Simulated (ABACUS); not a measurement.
# W (Im-3m) in ABACUS: notebook

One crystal, W, is run at these levels: LDA-PW92; tasks: equation of state.

All numbers are computed with ABACUS 3.10.1; they aren't measurements. Logs are shortened: lines on timing, memory, paths and dates and some standing lists are left out, and cuts for length are marked.

**1. The crystal as given**

Symmetry: Im-3m, No. 229, cubic system. The conventional cell has a = 3.165 Å, b = 3.165 Å, c = 3.165 Å, α = 90.00°, β = 90.00°, γ = 90.00°. Around W (site symmetry m-3m) lie 8 W at 2.74 Å.

**2. Equation of state, LDA-PW92, 14.90 Å³/atom (volume scaled by 0.94)**

INPUT reads:

```
INPUT_PARAMETERS
suffix              W
calculation         scf
basis_type          pw
pseudo_dir          ./
symmetry            1
dft_functional      LDA_X+LDA_C_PW
ecutwfc             124
pseudo_rcut         10
nspin               1
nbands              18
ks_solver           dav
smearing_method     fd
smearing_sigma      0.00367493
scf_thr             1e-08
scf_nmax            100
mixing_type         broyden
mixing_beta         0.7
cal_force           1
cal_stress          1
kpar                4
```

STRU reads:

```
ATOMIC_SPECIES
W 183.8400 W.upf

LATTICE_CONSTANT
1.8897261246

LATTICE_VECTORS
-1.5500431812 1.5500431812 1.5500431812
1.5500431812 -1.5500431812 1.5500431812
1.5500431812 1.5500431812 -1.5500431812

ATOMIC_POSITIONS
Direct

W
0.0
1
0.0000000000 0.0000000000 0.0000000000 1 1 1
```

KPT reads:

```
K_POINTS
0
Gamma
10 10 10 0 0 0
```

Potentials or basis: PseudoDojo NC SR 0.4.1 LDA stringent, plane waves.

The run is started by

```sh
$ OMP_NUM_THREADS=1 mpirun -np 4 abacus > log
```

running log:

```text
ABACUS v3.10.1

               Atomic-orbital Based Ab-initio Computation at UStc

 ------------------------------------------------------------------------------------

 READING GENERAL INFORMATION
                           global_out_dir = OUT.W/
                           global_in_card = INPUT
                               pseudo_dir = ./
                              orbital_dir =
                                    DSIZE = 4
                                    GSIZE = 1

 READING UNITCELL INFORMATION
                                    ntype = 1
                  lattice constant (Bohr) = 1.88973
              lattice constant (Angstrom) = 1

 READING ATOM TYPE 1
                               atom label = W
                      L=0, number of zeta = 1
                      L=1, number of zeta = 1
                      L=2, number of zeta = 1
             number of atom for this type = 1

                        TOTAL ATOM NUMBER = 1
DIRECT COORDINATES
    atom                   x                   y                   z     mag                  vx                  vy                  vz
taud_W1            0.0000000000        0.0000000000        0.0000000000  0.0000        0.0000000000        0.0000000000        0.0000000000

                          Volume (Bohr^3) = 100.528
                             Volume (A^3) = 14.8967

 Lattice vectors: (Cartesian coordinate: in unit of a_0)
             -1.55004            +1.55004            +1.55004
             +1.55004            -1.55004            +1.55004
             +1.55004            +1.55004            -1.55004
 Reciprocal vectors: (Cartesian coordinate: in unit of 2 pi/a_0)
                   +0           +0.322572           +0.322572
            +0.322572                  +0           +0.322572
            +0.322572           +0.322572                  +0
 The esolver type has been set to : ksdft_pw

                PAO radial cut off (Bohr) = 10

 Read in pseudopotential file is W.upf
                     pseudopotential type = NC
          exchange-correlation functional = SLAPWNOGXNOGC
                 nonlocal core correction = 1
                        valence electrons = 28
                                     lmax = 3
                           number of zeta = 5
                     number of projectors = 8
                           L of projector = 0
                           L of projector = 0
                           L of projector = 1
                           L of projector = 1
                           L of projector = 2
                           L of projector = 2
                           L of projector = 3
                           L of projector = 3
 XC functional updated to : LDA_X+LDA_C_PW
          exchange-correlation functional = LDA_X+LDA_C_PW
     initial pseudo atomic orbital number = 17

 SETUP THE ELECTRONS NUMBER
             electron number of element W = 28
       total electron number of element W = 28
            AUTOSET number of electrons:  = 28
                           occupied bands = 14
                                   NBANDS = 18
                                   NLOCAL = 9

%%%%%%%%%%%%%%%%%%%%%%%%%%%%%%%%%%%%%%%%%%%%%%%%%%%%%%%%%%%%%%%%%%%%%%%%%%%%%%%%%%%%%%%%%%%%%%%%%%%%%%%%%%
 Warning: the number of valence electrons in pseudopotential > 6 for W: [Xe] 4f14 5d4 6s2
 Pseudopotentials with additional electrons can yield (more) accurate outcomes, but may be less efficient.
 If you're confident that your chosen pseudopotential is appropriate, you can safely ignore this warning.
%%%%%%%%%%%%%%%%%%%%%%%%%%%%%%%%%%%%%%%%%%%%%%%%%%%%%%%%%%%%%%%%%%%%%%%%%%%%%%%%%%%%%%%%%%%%%%%%%%%%%%%%%%

 SETUP THE PLANE WAVE BASIS
 energy cutoff for charge/potential (unit:Ry) = 496
            fft grid for charge/potential = [ 36, 36, 36 ]
                        fft grid division = [ 1, 1, 1 ]
        big fft grid for charge/potential = [ 36, 36, 36 ]
                                     nbxx = 46656
                                     nrxx = 46656

 SETUP PLANE WAVES FOR CHARGE/POTENTIAL
                    number of plane waves = 18749
                         number of sticks = 949

 PARALLEL PW FOR CHARGE/POTENTIAL
     PROC   COLUMNS(POT)             PW
        1            949          18749
 --------------- sum -------------------
        1            949          18749
                            number of |g| = 200
                                  max |g| = 44.7426
                                  min |g| = 0

----------- Double Check Mixing Parameters Begin ------------
mixing_type: broyden
mixing_beta: 0.7
mixing_gg0: 1
mixing_gg0_min: 0.1
mixing_ndim: 8
----------- Double Check Mixing Parameters End ------------

 LATTICE VECTORS: (CARTESIAN COORDINATE: IN UNIT OF A0)
             -1.55004            +1.55004            +1.55004
             +1.55004            -1.55004            +1.55004
             +1.55004            +1.55004            -1.55004
                       right hand lattice = 1
                                   NORM_A = 2.68475
                                   NORM_B = 2.68475
                                   NORM_C = 2.68475
                           ALPHA (DEGREE) = 109.471
                           BETA  (DEGREE) = 109.471
                           GAMMA (DEGREE) = 109.471

 The lattice vectors have been changed (STRU_SIMPLE.cif)

(for optimal symmetric configuration:)
                             BRAVAIS TYPE = 2
                     BRAVAIS LATTICE NAME = 02. Cubic I (body-centered)
                                    ibrav = 2
                                    IBRAV = 2
                                  BRAVAIS = BODY CENTERED CUBIC
                       LATTICE CONSTANT A = 3.10009
Original cell was already a primitive cell.
                        ROTATION MATRICES = 48
              PURE POINT GROUP OPERATIONS = 48
                   SPACE GROUP OPERATIONS = 48
                              POINT GROUP = O_h
               POINT GROUP IN SPACE GROUP = O_h

 SETUP K-POINTS
                                    nspin = 1
                   Input type of k points = Monkhorst-Pack(Gamma)
                                   nkstot = 1000
                       right hand lattice = 1
(for reciprocal lattice: )
                             BRAVAIS TYPE = 3
                     BRAVAIS LATTICE NAME = 03. Cubic F (face-centered)
                                    ibrav = 3
                       right hand lattice = 1
(for k-lattice: )
                             BRAVAIS TYPE = 3
                     BRAVAIS LATTICE NAME = 03. Cubic F (face-centered)
                                    ibrav = 3
                       right hand lattice = 1
                        ROTATION MATRICES = 48
                               nkstot_ibz = 47
K-POINTS REDUCTION ACCORDING TO SYMMETRY
     IBZ    DIRECT_X    DIRECT_Y    DIRECT_Z  WEIGHT  ibz2bz
       1  0.00000000  0.00000000  0.00000000  0.0010       0
       2 -0.10000000  0.10000000  0.00000000  0.0120       1
       3 -0.20000000  0.20000000  0.00000000  0.0120       2
       4 -0.30000000  0.30000000  0.00000000  0.0120       3
       5 -0.40000000  0.40000000  0.00000000  0.0120       4
       6  0.50000000  0.50000000  0.00000000  0.0060       5
[... 22 lines left out ...]
      29  0.50000000  0.40000000  0.20000000  0.0480     156
      30  0.50000000  0.30000000  0.30000000  0.0240     157
[... 17 further k points ...]

                               nkstot now = 47
[... K-POINTS DIRECT COORDINATES: 47 rows ...]

           k-point number in this process = 12
       minimum distributed K point number = 11
[... stars of the k points ...]

[... K-POINTS CARTESIAN COORDINATES: 12 rows ...]

[... K-POINTS DIRECT COORDINATES: 12 rows ...]

 SETUP PLANE WAVES FOR WAVE FUNCTIONS
     energy cutoff for wavefunc (unit:Ry) = 124
              fft grid for wave functions = [ 36, 36, 36 ]
                    number of plane waves = 3319
                         number of sticks = 303

 PARALLEL PW FOR WAVE FUNCTIONS
     PROC   COLUMNS(POT)             PW
        1            303           3319
 --------------- sum -------------------
        1            303           3319

 SETUP NONLOCAL PSEUDOPOTENTIALS IN PLANE WAVE BASIS
 W non-local projectors:
 projector 1 L=0
 projector 2 L=0
 projector 3 L=1
 projector 4 L=1
 projector 5 L=2
 projector 6 L=2
 projector 7 L=3
 projector 8 L=3
      TOTAL NUMBER OF NONLOCAL PROJECTORS = 32

 Init Non-Local PseudoPotential table :
 Init Non-Local-Pseudopotential done.

                                     npwx = 2343

 Make real space PAO into reciprocal space.
       max mesh points in Pseudopotential = 1001
     dq(describe PAO in reciprocal space) = 0.01
                                    max q = 1341

 number of pseudo atomic orbitals for W is 5
WARNING: norm of atomic wavefunction # 4 of atomic type W is 0.999985, renormalized
WARNING: norm of atomic wavefunction # 5 of atomic type W is 0.999926, renormalized

 -------------------------------------------
 SELF-CONSISTENT
 -------------------------------------------
                                 init_chg = atomic

 PW ALGORITHM --------------- ION=   1  ELEC=   1--------------------------------
 Notice: Threshold on eigenvalues was too large.
 hsover_error=0.28 > DRHO=0.0347016
 Origin diag ethr = 0.01
 New diag ethr = 0.000123934

 Density error is 0.0360360915549
                          Error Threshold = 0.000123934310619
----------------------------------------------------------
     Energy           Rydberg                 eV
----------------------------------------------------------
 E_KohnSham     -683.4109906333      -9298.2835484374
 E_Harris       -687.2877890936      -9351.0300974951
 E_Fermi        2.2598218874         30.7464541331
----------------------------------------------------------
[... 51 lines left out ...]
 Density error is 7.42805149966e-09
                          Error Threshold = 2.61704386879e-10
----------------------------------------------------------
     Energy           Rydberg                 eV
----------------------------------------------------------
 E_KohnSham     -683.4180821598      -9298.3800336060
 E_KS(sigma->0) -683.4179415243      -9298.3781201612
 E_Harris       -683.4167696850      -9298.3621764698
 E_band         3.9542854066         53.8008130486
 E_one_elec     -277.0761509943      -3769.8144334312
 E_Hartree      176.9562515540       2407.6133178559
 E_xc           -96.2705872627       -1309.8285365796
 E_Ewald        -487.0273141857      -6626.3465545616
 E_entropy(-TS) -0.0002812711        -0.0038268895
 E_descf        0.0000000000         0.0000000000
 E_exx          0.0000000000         0.0000000000
 E_Fermi        2.2290562097         30.3278656145
----------------------------------------------------------

 charge density convergence is achieved
 final etot is -9298.3800336 eV
 EFERMI = 30.327865615 eV

 STATE ENERGY(eV) AND OCCUPATIONS    NSPIN == 1
 1/12 kpoint (Cartesian) = 0.0000 0.0000 0.0000 (2315 pws)
       1       -43.9461     0.00200000
       2       -7.37348     0.00200000
       3       -7.37348     0.00200000
       4       -7.37348     0.00200000
       5        2.11954     0.00200000
       6        2.11954     0.00200000
[... 98 lines left out ...]
       5        2.09463      0.0120000
       6        2.11242      0.0120000
[... 10 lines left out ...]
      17        36.9060    8.75720e-60
      18        41.9773        0.00000

[... levels at 6 further k points ...]

------------------------------------------------------------------------------------------
 TOTAL-FORCE (eV/Angstrom)
------------------------------------------------------------------------------------------
                        W1         0.0000000000         0.0000000000         0.0000000000
------------------------------------------------------------------------------------------

----------------------------------------------------------------
 TOTAL-STRESS (KBAR)
----------------------------------------------------------------
       131.0097078372        -0.0000000000        -0.0000000000
        -0.0000000000       131.0097078372         0.0000000000
         0.0000000000         0.0000000000       131.0097078372
----------------------------------------------------------------
 TOTAL-PRESSURE: 131.009708 KBAR

 --------------------------------------------
 !FINAL_ETOT_IS -9298.3800336059939582 eV
 --------------------------------------------
```

It took 8.9 s on 4 MPI ranks of Intel Xeon Platinum 8259CL at 2.50GHz (Skylake/Cascade Lake), shared host; peak memory 0.36 GiB.

What came out:

- Free energy: -9298.3800 eV
- Pressure: 13.1 GPa
- Band gap on the k mesh: none (metal or under the smearing width)

**3. Equation of state, LDA-PW92, 15.53 Å³/atom (volume scaled by 0.98)**

INPUT is that of step 2.

STRU reads:

```
ATOMIC_SPECIES
W 183.8400 W.upf

LATTICE_CONSTANT
1.8897261246

LATTICE_VECTORS
-1.5717249149 1.5717249149 1.5717249149
1.5717249149 -1.5717249149 1.5717249149
1.5717249149 1.5717249149 -1.5717249149

ATOMIC_POSITIONS
Direct

W
0.0
1
0.0000000000 0.0000000000 0.0000000000 1 1 1
```

KPT is that of step 2.

Potentials or basis: PseudoDojo NC SR 0.4.1 LDA stringent, plane waves.

The run is started by

```sh
$ OMP_NUM_THREADS=1 mpirun -np 4 abacus > log
```

Wall time 13 s (4 MPI ranks of Intel Xeon Platinum 8259CL at 2.50GHz (Skylake/Cascade Lake), shared host); peak memory 0.36 GiB.

The run converged. Its results:

```yaml
Free_energy: -9298.4006 eV
Pressure: -1.9 GPa
Band_gap_on_the_k_mesh: none (metal or under the smearing width)
```

**4. Equation of state, LDA-PW92, 16.16 Å³/atom (volume scaled by 1.02)**

INPUT is that of step 3.

STRU reads:

```
ATOMIC_SPECIES
W 183.8400 W.upf

LATTICE_CONSTANT
1.8897261246

LATTICE_VECTORS
-1.5928244114 1.5928244114 1.5928244114
1.5928244114 -1.5928244114 1.5928244114
1.5928244114 1.5928244114 -1.5928244114

ATOMIC_POSITIONS
Direct

W
0.0
1
0.0000000000 0.0000000000 0.0000000000 1 1 1
```

KPT is that of step 3.

The run is started by

```sh
$ OMP_NUM_THREADS=1 mpirun -np 4 abacus > log
```

Wall time 13 s (4 MPI ranks of Intel Xeon Platinum 8259CL at 2.50GHz (Skylake/Cascade Lake), shared host); peak memory 0.36 GiB.

The run converged. Its results:

| Property | Result |
| --- | --- |
| Free energy | -9298.3677 eV |
| Pressure | -14.0 GPa |
| Band gap on the k mesh | none (metal or under the smearing width) |

**5. Equation of state, LDA-PW92, 16.80 Å³/atom (volume scaled by 1.06)**

INPUT is that of step 4.

STRU reads:

```
ATOMIC_SPECIES
W 183.8400 W.upf

LATTICE_CONSTANT
1.8897261246

LATTICE_VECTORS
-1.6133792515 1.6133792515 1.6133792515
1.6133792515 -1.6133792515 1.6133792515
1.6133792515 1.6133792515 -1.6133792515

ATOMIC_POSITIONS
Direct

W
0.0
1
0.0000000000 0.0000000000 0.0000000000 1 1 1
```

KPT is that of step 4.

The run is started by

```sh
$ OMP_NUM_THREADS=1 mpirun -np 4 abacus > log
```

Wall time 13 s (4 MPI ranks of Intel Xeon Platinum 8259CL at 2.50GHz (Skylake/Cascade Lake), shared host); peak memory 0.36 GiB.

It converged, with:

| Quantity | Value |
| --- | --- |
| Free energy | -9298.2918 eV |
| Pressure | -23.8 GPa |
| Band gap on the k mesh | none (metal or under the smearing width) |

**6. Equation of state, LDA-PW92**

Potentials or basis: PseudoDojo NC SR 0.4.1 LDA stringent, plane waves.

No new run: the results of the series are fitted here.

Results:

- Equilibrium volume: 15.44 Å³/atom
- Bulk modulus: 338 GPa
- Pressure derivative of the bulk modulus: 4.3 (rough: it moves with the points fitted)

Energy against volume, from the lowest point:
| volume (Å³/atom) | energy (meV/atom) |
| --- | --- |
| 14.897 | 20.55 |
| 15.531 | 0.00 |
| 16.165 | 32.86 |
| 16.798 | 108.75 |

Spin-orbit coupling is left out, which matters for the levels of W. Zero-point motion and thermal expansion aren't in these numbers.
